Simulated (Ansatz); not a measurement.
# GaP (zinc blende): energy and pressure against volume, part 2 of 2

Aim: for GaP (zinc blende), map energy and pressure against volume.

Ansatz 0.2.0; DFT HSE06, scalar-relativistic, plane waves, PAW. Earlier steps stand in the parts before.

## Step 6: Volume × 0.88

The input, input.yaml:

```yaml
crystal:
  lattice:
    - [0.0, 2.6113238221, 2.6113238221]
    - [2.6113238221, 0.0, 2.6113238221]
    - [2.6113238221, 2.6113238221, 0.0]
  atoms:
    - { symbol: Ga, position: [0.0, 0.0, 0.0] }
    - { symbol: P, position: [0.25, 0.25, 0.25] }
scf:
  occupations: { method: fixed }
output:
  forces: true
  stress: true
  eigenvalues: true
hamiltonian:
  xc: hse06
basis:
  ecutwfc: 500
kpoints:
  mp_grid: { grid: [8, 8, 8] }
```

Run with:

```console
$ ansatz run input.yaml --threads 2 --pin off --max-ram 6144MiB --backend cpu --events-out ev --progress --plain --runs-dir out
```

What it wrote (excerpt; [...] marks lines left out):

```text
Warning: output.stress: scf.convergence.dr2_threshold = 1e-7 eV (the SCF's general default) is looser than the 2e-10 eV advised for a printed stress (1e-10 eV for each atom of the cell: 2). What an SCF threshold leaves in a stress goes as its square root, and in the free energy as the [...]
Warning: output.stress: scf.exx.energy_threshold = 1e-6 eV is looser than the 2e-8 eV advised for a stress under a hybrid functional (1e-8 eV for each atom of the cell: 2). Every SCF of the exchange loop can meet its threshold on dr2 while the loop round them stops early: no threshold on [...]
Warning: RAYON_NUM_THREADS=2 ignored (pool sized by the plan → 2); use --threads N
[...]
Pseudopotentials: kind: paw
Pseudopotential: Ga, paw, valence charge 13, recommended cutoff 420 eV (normal), Ga.paw.azcp
Pseudopotential: P, paw, valence charge 5, recommended cutoff 420 eV (normal), P.paw.azcp
Functional definition: HSE06
[...]
davidson cushion auto → on  (no smearing: the cushion is to keep the highest requested band from converging to the state above it; pin scf.eigensolver.cushion to override)
Crystal: 2 atoms, lattice volume = 35.613 Å³
[...]
Frozen-core exchange: fock
[...]
SCF iter   4: F=-4540.384641 eV  HF=-4540.384641 eV  |F-HF|=2.51e-9  |Δ(HF+E_count)|=   1.15e-8  Δρ=7.69e-7  dr2=1.60e-9  ethr=2.36e-10  ⟨swp⟩=3.0  Hψ=1017  notcnv=0
[...]
hybrid outer 2: dexx = +5.631e-7 eV, tail = 2.07e-8 eV, Δε = 2.82e-3 eV (about 1.02e-4 eV left of the loop's levels)
hybrid SCF converged: 2 outer / 11 inner (+2 warm-up), last move |dexx| = 5.63e-7 eV, tail = 2.07e-8 eV
Stability not checked: this state was not tested for a lower state beside it, because the functional holds exact exchange (a hybrid, or Hartree-Fock), whose exchange loop this test does not read (fock_operator; see scf.lower_state_search)
Free energy (F): -4540.384641 eV
Frozen-core exchange: fock
[...]
E sigma→0 (E₀):  -4540.384641 eV
Fermi energy:    8.375625 eV
[...]
--- Forces (eV/Å), atoms counted from 1 ---
  atom   1  Ga     0.00000000    -0.00000000     0.00000000
  atom   2  P     -0.00000000    -0.00000000    -0.00000000
[...]
--- Stress (GPa, compression-positive) ---
       15.962964      -0.000000       0.000000
       -0.000000      15.962964       0.000000
       -0.000000       0.000000      15.962964
  P = ⅓ Tr σ = 15.9630 GPa (159.630 kbar)
--- Band table (eV; the first three rows and the last of 29) ---
  k-point 0: bands = ["-8.9654", "-8.9654", "-8.9654", "-8.8208", "-8.8208", "-6.5158", "8.3756", "8.3756", "8.3756", "12.3379", "13.0970", "13.0970", "13.0970"]
[...]
```

Run time: 39 s. Hardware: 2 threads of Arm Neoverse V2, shared host; peak memory 2.7 GiB.

## Step 7: Volume × 0.84

input.yaml: that of step 6 with these lines changed.

```diff
@@ -2,5 +2,5 @@
   lattice:
-    - [0.0, 2.6113238221, 2.6113238221]
-    - [2.6113238221, 0.0, 2.6113238221]
-    - [2.6113238221, 2.6113238221, 0.0]
+    - [0.0, 2.5711432193, 2.5711432193]
+    - [2.5711432193, 0.0, 2.5711432193]
+    - [2.5711432193, 2.5711432193, 0.0]
   atoms:
```

Run with:

```console
$ ansatz run input.yaml --threads 2 --pin off --max-ram 6144MiB --backend cpu --events-out ev --progress --plain --runs-dir out
```

What it wrote (excerpt; [...] marks lines left out):

```text
Warning: output.stress: scf.convergence.dr2_threshold = 1e-7 eV (the SCF's general default) is looser than the 2e-10 eV advised for a printed stress (1e-10 eV for each atom of the cell: 2). What an SCF threshold leaves in a stress goes as its square root, and in the free energy as the [...]
Warning: output.stress: scf.exx.energy_threshold = 1e-6 eV is looser than the 2e-8 eV advised for a stress under a hybrid functional (1e-8 eV for each atom of the cell: 2). Every SCF of the exchange loop can meet its threshold on dr2 while the loop round them stops early: no threshold on [...]
Warning: RAYON_NUM_THREADS=2 ignored (pool sized by the plan → 2); use --threads N
[...]
Pseudopotentials: kind: paw
Pseudopotential: Ga, paw, valence charge 13, recommended cutoff 420 eV (normal), Ga.paw.azcp
Pseudopotential: P, paw, valence charge 5, recommended cutoff 420 eV (normal), P.paw.azcp
Functional definition: HSE06
[...]
davidson cushion auto → on  (no smearing: the cushion is to keep the highest requested band from converging to the state above it; pin scf.eigensolver.cushion to override)
Crystal: 2 atoms, lattice volume = 33.995 Å³
[...]
Frozen-core exchange: fock
[...]
SCF iter   4: F=-4540.186043 eV  HF=-4540.186043 eV  |F-HF|=2.09e-9  |Δ(HF+E_count)|=   1.23e-8  Δρ=1.26e-6  dr2=1.68e-9  ethr=2.79e-10  ⟨swp⟩=2.9  Hψ=931  notcnv=0
[...]
hybrid outer 2: dexx = +5.649e-7 eV, tail = 2.27e-8 eV, Δε = 2.87e-3 eV (about 1.10e-4 eV left of the loop's levels)
hybrid SCF converged: 2 outer / 11 inner (+2 warm-up), last move |dexx| = 5.65e-7 eV, tail = 2.27e-8 eV
Stability not checked: this state was not tested for a lower state beside it, because the functional holds exact exchange (a hybrid, or Hartree-Fock), whose exchange loop this test does not read (fock_operator; see scf.lower_state_search)
Free energy (F): -4540.186043 eV
Frozen-core exchange: fock
[...]
E sigma→0 (E₀):  -4540.186043 eV
Fermi energy:    9.066706 eV
[...]
--- Forces (eV/Å), atoms counted from 1 ---
  atom   1  Ga     0.00000000    -0.00000000     0.00000000
  atom   2  P     -0.00000000     0.00000000    -0.00000000
[...]
--- Stress (GPa, compression-positive) ---
       23.615890      -0.000000      -0.000000
       -0.000000      23.615890       0.000000
       -0.000000       0.000000      23.615890
  P = ⅓ Tr σ = 23.6159 GPa (236.159 kbar)
--- Band table (eV; the first three rows and the last of 29) ---
  k-point 0: bands = ["-8.4003", "-8.4003", "-8.4003", "-8.2367", "-8.2367", "-6.2725", "9.0667", "9.0667", "9.0667", "13.4526", "13.7508", "13.7508", "13.7508"]
[...]
```

Wall time 38 s (2 threads of Arm Neoverse V2, shared host); peak memory 2.7 GiB.

## Step 8: Volume × 0.8

The input, input.yaml:

```yaml
crystal:
  lattice:
    - [0.0, 2.5296659143, 2.5296659143]
    - [2.5296659143, 0.0, 2.5296659143]
    - [2.5296659143, 2.5296659143, 0.0]
  atoms:
    - { symbol: Ga, position: [0.0, 0.0, 0.0] }
    - { symbol: P, position: [0.25, 0.25, 0.25] }
scf:
  occupations: { method: fixed }
output:
  forces: true
  stress: true
  eigenvalues: true
  write_density: true
  write_potential: true
  elf: true
  volumetric_format: npy
hamiltonian:
  xc: hse06
basis:
  ecutwfc: 500
kpoints:
  mp_grid: { grid: [8, 8, 8] }
```

Run with:

```console
$ ansatz run input.yaml --threads 2 --pin off --max-ram 6144MiB --backend cpu --events-out ev --progress --plain --runs-dir out
```

What it wrote (excerpt; [...] marks lines left out):

```text
Warning: output.stress: scf.convergence.dr2_threshold = 1e-7 eV (the SCF's general default) is looser than the 2e-10 eV advised for a printed stress (1e-10 eV for each atom of the cell: 2). What an SCF threshold leaves in a stress goes as its square root, and in the free energy as the [...]
Warning: output.stress: scf.exx.energy_threshold = 1e-6 eV is looser than the 2e-8 eV advised for a stress under a hybrid functional (1e-8 eV for each atom of the cell: 2). Every SCF of the exchange loop can meet its threshold on dr2 while the loop round them stops early: no threshold on [...]
Warning: RAYON_NUM_THREADS=2 ignored (pool sized by the plan → 2); use --threads N
[...]
Pseudopotentials: kind: paw
Pseudopotential: Ga, paw, valence charge 13, recommended cutoff 420 eV (normal), Ga.paw.azcp
Pseudopotential: P, paw, valence charge 5, recommended cutoff 420 eV (normal), P.paw.azcp
Functional definition: HSE06
[...]
davidson cushion auto → on  (no smearing: the cushion is to keep the highest requested band from converging to the state above it; pin scf.eigensolver.cushion to override)
Crystal: 2 atoms, lattice volume = 32.376 Å³
[...]
Frozen-core exchange: fock
[...]
SCF iter   4: F=-4539.901137 eV  HF=-4539.901137 eV  |F-HF|=2.05e-9  |Δ(HF+E_count)|=   1.11e-8  Δρ=1.28e-6  dr2=1.59e-9  ethr=2.49e-10  ⟨swp⟩=2.9  Hψ=922  notcnv=0
[...]
hybrid outer 2: dexx = +5.430e-7 eV, tail = 2.20e-8 eV, Δε = 2.94e-3 eV (about 1.13e-4 eV left of the loop's levels)
hybrid SCF converged: 2 outer / 11 inner (+2 warm-up), last move |dexx| = 5.43e-7 eV, tail = 2.20e-8 eV
Stability not checked: this state was not tested for a lower state beside it, because the functional holds exact exchange (a hybrid, or Hartree-Fock), whose exchange loop this test does not read (fock_operator; see scf.lower_state_search)
Free energy (F): -4539.901137 eV
Frozen-core exchange: fock
[...]
E sigma→0 (E₀):  -4539.901137 eV
Fermi energy:    9.831415 eV
[...]
--- Forces (eV/Å), atoms counted from 1 ---
  atom   1  Ga     0.00000000    -0.00000000     0.00000000
  atom   2  P     -0.00000000    -0.00000000    -0.00000000
[...]
--- Stress (GPa, compression-positive) ---
       33.121004      -0.000000      -0.000000
        0.000000      33.121004       0.000000
       -0.000000       0.000000      33.121004
  P = ⅓ Tr σ = 33.1210 GPa (331.210 kbar)
--- Band table (eV; the first three rows and the last of 29) ---
  k-point 0: bands = ["-7.7960", "-7.7960", "-7.7960", "-7.6103", "-7.6103", "-6.0048", "9.8314", "9.8314", "9.8314", "14.4634", "14.4634", "14.4634", "14.6571"]
[...]
```

Wall time 36 s (2 threads of Arm Neoverse V2, shared host); peak memory 2.4 GiB.

Axes a, b and c in the maps are those of this run's conventional cell (a, b, c = 5.059, 5.059, 5.059 Å).

Density in a lattice plane of the grid's cell (edges 5.06 and 5.06 Å, at 0.000 of the third edge), which holds Ga.

Ten even steps from '0' (0.03 e/Å³) to '9' (52.47 e/Å³):
```
530000000000000000000003
100000000000000000000000
000000000000000000000000
000000000000000000000000
000000000000000000000000
000000000000000000000000
000000000000000000000000
000000000000100000000000
000000000003530000000000
000000000016961000000000
000000000003530000000000
000000000000100000000000
000000000000000000000000
000000000000000000000000
000000000000000000000000
000000000000000000000000
000000000000000000000000
100000000000000000000000
530000000000000000000003
961000000000000000000016
```
Columns run along the first of these edges and rows up along the second, over one cell in 24 and 20 even steps from the bottom left corner. Atoms in the plane (fractional): Ga at (0.00, 0.00), Ga at (0.50, 0.50).

ELF in the same plane.

Ten even steps from ' ' (0.01) to '@' (0.62):
```
    ..::--====--::..          ..::--====--::..  
....::--==****++--::..      ..::--++****++--::..
----==++##%%%%##++--::......::--++##%%%%##++==--
--==++##@@@@@@%%##**==--::--==**##%%@@@@@@##++==
--==++##@@@@@@@@@@##++==--==++##@@@@@@@@@@##++==
::--==**##%%@@@@@@##++==--==++##@@@@@@%%##**==--
....::--++##%%%%##++==------==++##%%%%##++--::..
    ..::--++****==--::......::--++****++--::..  
      ..::--====--::..      ..::--====--::..    
        ..::------::    **    ::------::..      
      ..::--====--::..      ..::--====--::..    
    ..::--++****++--::......::--==****++--::..  
....::--++##%%%%##++==------==++##%%%%##++--::..
::--==**##%%@@@@@@##++==--==++##@@@@@@%%##**==--
--==++##@@@@@@@@@@##++==--==++##@@@@@@@@@@##++==
--==++##@@@@@@%%##**==--::--==**##%%@@@@@@##++==
----==++##%%%%##++--::......::--++##%%%%##++==--
....::--++****++--::..      ..::--++****==--::..
    ..::--====--::..          ..::--====--::..  
**    ::------::..              ..::------::    
```
Columns run along the first of these edges and rows up along the second, over one cell in 24 and 20 even steps from the bottom left corner. Atoms in the plane (fractional): Ga at (0.00, 0.00), Ga at (0.50, 0.50).

Both are smooth fields of the valence electrons: close to the nuclei they are not physical.

The highest ELF values outside the cores: 0.92 on the P–Ga line, 0.8 Å from P.

## Step 9: Energy and pressure against volume

volume (Å³/atom), energy (meV/atom) and a bar:
```
    16.19      356.2 ##############################
    17.00      213.7 ##################
    17.81      114.4 ##########
    18.62       49.9 ####
    19.43       13.6 #
    20.23        0.0 
    21.04        4.9
```

## Step 10: Results

This closing draws on all 2 parts.

| step | volume (Å³/atom) | pressure (GPa) | energy above the lowest (meV/atom) | gap on the mesh (eV) | time |
| --- | --- | --- | --- | --- | --- |
| 2 | 21.04 | -2.5 | 4.9 | 2.36 | 42 s |
| 3 | 20.23 | 0.7 | 0.0 | 2.29 | 42 s |
| 4 | 19.43 | 4.8 | 13.6 | 2.20 | 40 s |
| 5 | 18.62 | 9.8 | 49.9 | 2.10 | 40 s |
| 6 | 17.81 | 16.0 | 114.4 | 1.99 | 39 s |
| 7 | 17.00 | 23.6 | 213.7 | 1.86 | 38 s |
| 8 | 16.19 | 33.1 | 356.2 | 1.72 | 36 s |

In words: One third-order fit doesn't meet energies and pressures over this whole range closely enough, so no modulus is quoted. Measured gap of GaP: 2.34 eV (indirect; 10 K; quoted in “Stacking defects in GaP nanowires: Electronic structure and optical properties”, 2018, arxiv:1810.01194). This calculation gives 2.29 eV (-0.05 eV). It is a Kohn-Sham gap, without temperature or zero-point motion.
